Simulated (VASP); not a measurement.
Runs of VASP 6.6.1 on W2C. The structure is trigonal, space group P-3m1 (No. 164). Conventional cell: a = 3.070 Å, b = 3.070 Å, c = 4.678 Å, α = 90.00°, β = 90.00°, γ = 120.00°. W (site symmetry 3m) has 3 C at 2.13 Å as nearest neighbours. C (site symmetry -3m) is surrounded by 6 W at 2.13 Å. The cell comes from a database or a generator and needn't be the stable form of this composition.

```csv
task,level,potentials or basis,spin,cell,k mesh,cutoff (eV),smearing,share of exact exchange,grid for exact exchange (PRECFOCK),mesh quality,gap on the mesh (eV),pressure (GPa),largest force (eV/Å)
single point,PBE+TS,"VASP PAW PBE potentials, release 54 (W_sv, C)",off,volume scaled by 0.96,10 × 10 × 6,520,gaussian 0.05 eV,-,-,not flagged,none,(b),0.40
relaxation of cell and atoms,PBE,"VASP PAW PBE potentials, release 64 (W_sv, C)","SOC, no magnetisation",relaxed,7 × 7 × 5,600,fermi-dirac 0.05 eV,-,-,not flagged,-,0.0,-
single point,LDA,"VASP PAW LDA potentials, release 64 (W_sv, C)",off,as given,10 × 10 × 6,520,gaussian 0.02 eV,-,-,not flagged,none,(a),0.22
single point,"HSE(alpha, omega)","VASP PAW PBE potentials, release 64 (W_sv, C)",off,as given,5 × 5 × 3,520,fermi-dirac 0.05 eV,0.05,Fast,coarse,none,-2.7,0.38
```

Problem. Fill in the values left out.

Solution. (a) -13.5; (b) 2.0.

Caveats: some runs use coarse meshes; atom-pairwise D2, TS and ULG terms overbind metals (some runs); pairwise dispersion overbinds metals, which lowers pressure and volume (some runs); the PAW data sets were made with another functional, which shifts forces and pressure a little (some runs).

A k mesh can miss the band edges, and rows without SOC leave out spin-orbit coupling on W.

A gap of «none» marks a metal or a gap under the smearing width.
